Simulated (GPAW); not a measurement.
# InSe (P6_3/mmc) in GPAW: further runs

The runs below take InSe through single point, with PBE.

All numbers are computed with GPAW 26.7.0; they aren't measurements. Logs are shortened: lines on timing, memory, paths and dates and some standing lists are left out, and cuts for length are marked. The log counts tension as positive stress, the text compression.

## Step 1: The structure

It takes space group P6_3/mmc (No. 194, hexagonal). The conventional cell has a = 4.050 Å, b = 4.050 Å, c = 16.930 Å, α = 90.00°, β = 90.00°, γ = 120.00°. In (site symmetry 3m) is surrounded by 3 Se at 2.52 Å. Around Se (site symmetry 3m) lie 3 In at 2.52 Å.

## Step 2: Single point, PBE

Input file run.py:

```python
from ase import Atoms
from ase.dft.bandgap import bandgap
from ase.io import write
from ase.units import GPa
from gpaw import GPAW, PW

atoms = Atoms(['In', 'In', 'In', 'In', 'Se', 'Se', 'Se', 'Se'],
              cell=[[4.05, 0.0, 0.0],
                    [-2.025, 3.5074028853, 0.0],
                    [0.0, 0.0, 16.93]],
              scaled_positions=[[0.6666666667, 0.3333333333, 0.843],
                                [0.3333333333, 0.6666666667, 0.343],
                                [0.6666666667, 0.3333333333, 0.657],
                                [0.3333333333, 0.6666666667, 0.157],
                                [0.6666666667, 0.3333333333, 0.398],
                                [0.3333333333, 0.6666666667, 0.898],
                                [0.6666666667, 0.3333333333, 0.102],
                                [0.3333333333, 0.6666666667, 0.602]],
              pbc=True)

calc = GPAW(mode=PW(500),
            xc='PBE',
            kpts={'size': (5, 5, 1), 'gamma': True},
            occupations={'name': 'fermi-dirac', 'width': 0.05},
            nbands=60,
            maxiter=120,
            txt='gpaw.txt')
atoms.calc = calc
energy = atoms.get_potential_energy()
forces = atoms.get_forces()
stress = atoms.get_stress()
calc.write('gs.gpw')
write('result.traj', atoms)
print(f'Energy: {energy:.6f} eV')
print('Forces (eV/A):')
print(forces.round(4))
print('Stress (GPa):', (stress / GPa).round(3))
print('Fermi level:', round(calc.get_fermi_level(), 4), 'eV')
print(f'Gap: {bandgap(calc)[0]:.4f} eV, direct: {bandgap(calc, direct=True)[0]:.4f} eV')
```

Potentials or basis: GPAW PAW data sets (gpaw-data 1.2.1), pw.

Launch:

```console
$ OMP_NUM_THREADS=1 python run.py
```

gpaw.txt:

```text
__  _  _
 | _ |_)|_||  |
 |__||  | ||/\| - 26.7.0

Input parameters:
  mode=PW(ecut=500.0),
  kpts=MonkhorstPack(size=(5, 5, 1), gamma=True),
  maxiter=120,
  nbands=60,
  occupations=Occupations(name='fermi-dirac', width=0.05),
  xc=XC(name='PBE')

Diagonalizing LCAO Hamiltonian
Converting LCAO to pw mode

        Se
            In

            In
        Se

            Se
        In

        In
            Se

Atoms  # Å, Bohr magnetons
|   | symbol |         x |        y |         z |    initial magnetic moments |
|---|--------|-----------|----------|-----------|-----------------------------|
| 0 |     In |  2.025000 | 1.169134 | 14.271990 | ( 0.0000,  0.0000,  0.0000) |
| 1 |     In | -0.000000 | 2.338269 |  5.806990 | ( 0.0000,  0.0000,  0.0000) |
| 2 |     In |  2.025000 | 1.169134 | 11.123010 | ( 0.0000,  0.0000,  0.0000) |
| 3 |     In | -0.000000 | 2.338269 |  2.658010 | ( 0.0000,  0.0000,  0.0000) |
| 4 |     Se |  2.025000 | 1.169134 |  6.738140 | ( 0.0000,  0.0000,  0.0000) |
| 5 |     Se | -0.000000 | 2.338269 | 15.203140 | ( 0.0000,  0.0000,  0.0000) |
| 6 |     Se |  2.025000 | 1.169134 |  1.726860 | ( 0.0000,  0.0000,  0.0000) |
| 7 |     Se | -0.000000 | 2.338269 | 10.191860 | ( 0.0000,  0.0000,  0.0000) |

Unit cell  # Å
| periodic |         x |        y |         z |   lengths |     angles |
|----------|-----------|----------|-----------|-----------|------------|
|      yes |  4.050000 | 0.000000 |  0.000000 |  4.050000 |  90.000000 |
|      yes | -2.025000 | 3.507403 |  0.000000 |  4.050000 |  90.000000 |
|      yes |  0.000000 | 0.000000 | 16.930000 | 16.930000 | 120.000000 |

Number of symmetries: 12
Symmetry operations  # r_c * U_cc + t_c -> r_c
|    | kind |            matrix            |
|----|------|------------------------------|
|  0 |  σ   |  1, 1, 0,  0,-1, 0,  0, 0, 1 |
|  1 |  S6  |  1, 1, 0, -1, 0, 0,  0, 0,-1 |
|  2 |  E   |  1, 0, 0,  0, 1, 0,  0, 0, 1 |
|  3 |  C2  |  1, 0, 0, -1,-1, 0,  0, 0,-1 |
|  4 |  C2  |  0, 1, 0,  1, 0, 0,  0, 0,-1 |
|  5 |  C3  |  0, 1, 0, -1,-1, 0,  0, 0, 1 |
|  6 |  S6  |  0,-1, 0,  1, 1, 0,  0, 0,-1 |
|  7 |  σ   |  0,-1, 0, -1, 0, 0,  0, 0, 1 |
|  8 |  σ   | -1, 0, 0,  1, 1, 0,  0, 0, 1 |
|  9 |  i   | -1, 0, 0,  0,-1, 0,  0, 0,-1 |
| 10 |  C3  | -1,-1, 0,  1, 0, 0,  0, 0, 1 |
| 11 |  C2  | -1,-1, 0,  0, 1, 0,  0, 0,-1 |

BZ-sampling:
  Number of BZ points: 25
  Number of IBZ points: 5

  Monkhorst-Pack size: [5, 5, 1]
  Monkhorst-Pack shift: [0, 0, 0]

K-points  # in reciprocal-cell coordinates
|   |                                coordinates |     weight |
|---|--------------------------------------------|------------|
| 0 | (  0.00000000,   0.00000000,   0.00000000) | 0.04000000 |
| 1 | (  0.20000000,   0.00000000,   0.00000000) | 0.24000000 |
| 2 | (  0.40000000,  -0.20000000,   0.00000000) | 0.24000000 |
| 3 | (  0.40000000,   0.00000000,   0.00000000) | 0.24000000 |
| 4 | (  0.40000000,   0.40000000,   0.00000000) | 0.24000000 |

Plane wave coefficients: 6163
Cutoff: 500.0 eV

Spin-components: 1 (collinear spins)
Bands:           60
Projectors:      44
Spin-degeneracy: 2
Datatype:        complex128

Parallelization:
  kpt:    1
  domain: 1
  band:   1

Density:
  Valence electrons: 76.0
  Components: 1
  Grid points: [21 21 90]
  Charge: 0.0  # |e|

Potential:
  Grid points: [21 21 90]

species:
  In:
    name:    Indium
    Z:       49.0
    valence: 13
    core:    36
    charge:  0.0  # [|e|]
    compensation charges:
      type: gauss
      rc: 0.36  # [Å]
      lmax: 2
    cutoffs:
      filter: 2.09  # [Å]
      core: 2.48  # [Å]
    projectors
    | kind |    occ | energy [eV] | rcut [Å] |
    |------|--------|-------------|----------|
    |   5s |  2.000 |      -8.203 |    1.185 |
    |   5p |  1.000 |      -2.521 |    1.244 |
    |   4d | 10.000 |     -18.629 |    1.148 |
    |    s |        |      19.008 |    1.185 |
    |    p |        |      24.691 |    1.244 |
    |    d |        |       8.583 |    1.148 |

    Using partial waves for In as LCAO basis

  Se:
    name:    Selenium
    Z:       34.0
    valence: 6
    core:    28
    charge:  0.0  # [|e|]
    compensation charges:
      type: gauss
      rc: 0.27  # [Å]
      lmax: 2
    cutoffs:
      filter: 1.77  # [Å]
      core: 2.67  # [Å]
    projectors
    | kind |    occ | energy [eV] | rcut [Å] |
    |------|--------|-------------|----------|
    |   4s |  2.000 |     -17.277 |    0.847 |
    |   4p |  4.000 |      -6.512 |    1.005 |
    |    s |        |       9.935 |    0.847 |
    |    p |        |      20.699 |    1.005 |
    |    d |        |       0.000 |    0.847 |

    Using partial waves for Se as LCAO basis

Reference energy: -904315.807163  # eV

eigensolver:
  PPCG
  Converge bands: occupied
  niter=2

density mixing:
  MSR1-Mixer
  Pratt-step length: 0.05
  Maximum mixing coefficient: 0.75
  Old densities: 10
  SVD Regularization: 0.005
  Good broyden scale: 1.0
  Trust region scale: 1.0
  Backstep threshold: 4.0
  History deletion threshold: 6.0
  Fourier metric: weight=20.0, sigma=0.015

occupation numbers:
  Fermi-Dirac:
    width: 0.0500  # eV

poisson solver:
  ecut: 4000.0  # eV

xc functional:
  name: PBE with 2 nearest neighbor stencil

convergence criteria:
- Maximum [total energy] change in last 3 cyles: 0.0005 eV / valence electron
- Maximum integral of absolute [dens]ity change: 0.0001 electrons / valence electron
- Maximum integral of absolute [eigenst]ate change: 4e-08 eV^2 / valence electron
maximum number of iterations: 120

SCF iterations
|iter     | |      energy | eigst |  dens |
|---------|-|-------------|-------|-------|
|iter:   1| |  -28.065412 | +0.03 |       |
|iter:   2| |  -27.966793 | -1.80 | -1.22 |
|iter:   3| |  -27.581481 | -1.55 | -1.26 |
|iter:   4| |  -27.339170 | -2.31 | -1.57 |
|iter:   5| |  -27.349498 | -3.23 | -1.97 |
|iter:   6| |  -27.366734c| -3.49 | -2.32 |
|iter:   7| |  -27.335551c| -4.02 | -2.24 |
|iter:   8| |  -27.335682c| -5.06 | -3.04 |
|iter:   9| |  -27.335691c| -6.24 | -3.76 |
|iter:  10| |  -27.335693c| -7.15 | -4.28c|
|iter:  11| |  -27.335693c| -7.79c| -4.74c|

Converged in 11 steps
Energy contributions relative to reference atoms: (reference = -904315.807163)

Energy contributions:
  Kinetic:         125.081381
  Coulomb:        -113.112354
  Zero:              0.488757
  External:          0.000000
  Xc:              -39.788321
  Entropy:          -0.010311
  Spinorbit:         0.000000
  ----------------------------
  Free energy:     -27.340848
  Extrapolated:    -27.335693

dipole moment: (0.000029, 0.000051, 0.000244)  # |e|*Ang

Fermi level: 4.811
Eigenvalues  # (at kpt = [0.000, 0.000, 0.000])
| band index |      eig [eV] | occ [0-2] |
|------------|---------------|-----------|
|          0 |       -10.356 |     2.000 |
|        ... |               |           |
|         31 |         2.601 |     2.000 |
|         32 |         2.639 |     2.000 |
|         33 |         2.639 |     2.000 |
|         34 |         2.700 |     2.000 |
|         35 |         2.700 |     2.000 |
|         36 |         3.508 |     2.000 |
[... 8 lines left out ...]
|         45 |         8.773 |     0.000 |
|         46 |         9.273 |     0.000 |
|        ... |               |           |
|         59 |        13.835 |     0.000 |

No gap
No difference between direct/indirect transitions

Forces  # eV/Ang
|        x |        y |        z |
|----------|----------|----------|
|  0.00000 |  0.00000 | -2.83988 |  # In   0
| -0.00000 |  0.00000 | -2.84110 |  # In   1
|  0.00000 |  0.00000 |  2.84110 |  # In   2
| -0.00000 | -0.00000 |  2.83988 |  # In   3
|  0.00000 |  0.00000 |  1.94477 |  # Se   4
| -0.00000 | -0.00000 |  1.94409 |  # Se   5
|  0.00000 |  0.00000 | -1.94409 |  # Se   6
| -0.00000 |  0.00000 | -1.94477 |  # Se   7

Stress tensor  # eV/Ang^3
|         x |         y |         z |
|-----------|-----------|-----------|
| -0.062512 |  0.000000 |  0.000000 |
|  0.000000 | -0.062512 | -0.000000 |
|  0.000000 | -0.000000 | -0.007879 |

# Writing to gs.gpw (mode='')
```

Run time: 23 s. Hardware: 1 thread of AMD EPYC 9R45 (Zen 5), shared host; peak memory 0.25 GiB.

Results:

```yaml
Free_energy: -27.3408 eV
Pressure: 7.1 GPa
Largest_force: 2.841 eV/Å
Band_gap_on_the_k_mesh: none (metal or under the smearing width)
```

Forces in eV/Å, atoms in the order of the input:
```
In   0.000  0.000 -2.840
In   0.000  0.000 -2.841
In   0.000  0.000  2.841
In   0.000  0.000  2.840
Se   0.000  0.000  1.945
Se   0.000  0.000  1.944
Se   0.000  0.000 -1.944
Se   0.000  0.000 -1.945
```

Stress tensor (GPa, compression positive):
```
10.02  0.00  0.00
 0.00 10.02  0.00
 0.00  0.00  1.26
```

Caveat: the k mesh is coarse (spacing up to 0.37 Å⁻¹), so the values aren't converged; the cutoff is short for stress and forces, so pressures can be off by a GPa or more; this functional lacks dispersion, which binds the layers, so the pressure and a relaxed spacing across them are unreliable.

## Step 3: Single point, PBE

Input file run.py:

```python
from ase.dft.bandgap import bandgap
from ase.io import read, write
from ase.units import GPa
from gpaw import GPAW, PW

atoms = read('InSe.cif')

calc = GPAW(mode=PW(500),
            xc='PBE',
            kpts={'size': (5, 5, 1), 'gamma': True},
            occupations={'name': 'fermi-dirac', 'width': 0.05},
            nbands=60,
            maxiter=120,
            txt='gpaw.txt')
atoms.calc = calc
energy = atoms.get_potential_energy()
forces = atoms.get_forces()
stress = atoms.get_stress()
calc.write('gs.gpw')
write('result.traj', atoms)
print(f'Energy: {energy:.6f} eV')
print('Forces (eV/A):')
print(forces.round(4))
print('Stress (GPa):', (stress / GPa).round(3))
print('Fermi level:', round(calc.get_fermi_level(), 4), 'eV')
print(f'Gap: {bandgap(calc)[0]:.4f} eV, direct: {bandgap(calc, direct=True)[0]:.4f} eV')
```

Input file InSe.cif:

```cif
data_InSe
_cell_length_a 4.05000000
_cell_length_b 4.05000000
_cell_length_c 16.93000000
_cell_angle_alpha 90.00000000
_cell_angle_beta 90.00000000
_cell_angle_gamma 120.00000000
_space_group_name_H-M_alt 'P6_3/mmc'
_space_group_name_Hall '-P 6c 2c'
_space_group_IT_number 194
loop_
_space_group_symop_operation_xyz
'x,y,z'
'-x,-y,-z'
'x-y,x,z+1/2'
'-x+y,-x,-z+1/2'
'-y,x-y,z'
'y,-x+y,-z'
'-x,-y,z+1/2'
'x,y,-z+1/2'
'-x+y,-x,z'
'x-y,x,-z'
'y,-x+y,z+1/2'
'-y,x-y,-z+1/2'
'-y,-x,-z+1/2'
'y,x,z+1/2'
'-x,-x+y,-z'
'x,x-y,z'
'-x+y,y,-z+1/2'
'x-y,-y,z+1/2'
'y,x,-z'
'-y,-x,z'
'x,x-y,-z+1/2'
'-x,-x+y,z+1/2'
'x-y,-y,-z'
'-x+y,y,z'
loop_
_atom_site_label
_atom_site_type_symbol
_atom_site_symmetry_multiplicity
_atom_site_Wyckoff_symbol
_atom_site_fract_x
_atom_site_fract_y
_atom_site_fract_z
_atom_site_occupancy
In1 In 4 f 0.6666666667 0.3333333333 0.8430000000 1
Se1 Se 4 f 0.6666666667 0.3333333333 0.3980000000 1
```

Potentials or basis: GPAW PAW data sets (gpaw-data 1.2.1), pw.

Launch:

```console
$ OMP_NUM_THREADS=1 python run.py
```

Wall time 21 s (1 thread of AMD EPYC 9R45 (Zen 5), shared host); peak memory 0.25 GiB.

The run converged. Its results:

```yaml
Free_energy: -27.3408 eV
Pressure: 7.1 GPa
Largest_force: 2.841 eV/Å
Band_gap_on_the_k_mesh: none (metal or under the smearing width)
```

Forces on the atoms (eV/Å):
```
In   0.000  0.000 -2.840
In   0.000  0.000  2.840
In   0.000  0.000 -2.841
In   0.000  0.000  2.841
Se   0.000  0.000  1.945
Se   0.000  0.000 -1.945
Se   0.000  0.000  1.944
Se   0.000  0.000 -1.944
```

Stress tensor (GPa, compression positive):
```
10.02  0.00  0.00
 0.00 10.02  0.00
 0.00  0.00  1.26
```

Levels at points of the mesh, in eV from the Fermi level:
```csv
k point,band 34,band 35,band 36,band 37,band 38,band 39,band 40,band 41,band 42,band 43
"(0.00, 0.00, 0.00)",-2.17,-2.11,-2.11,-1.30,-0.32,-0.01,0.46,1.27,1.62,3.82
```

Caveat: the k mesh is coarse (spacing up to 0.37 Å⁻¹), so the values aren't converged; the cutoff is short for stress and forces, so pressures can be off by a GPa or more; this functional lacks dispersion, which binds the layers, so the pressure and a relaxed spacing across them are unreliable.
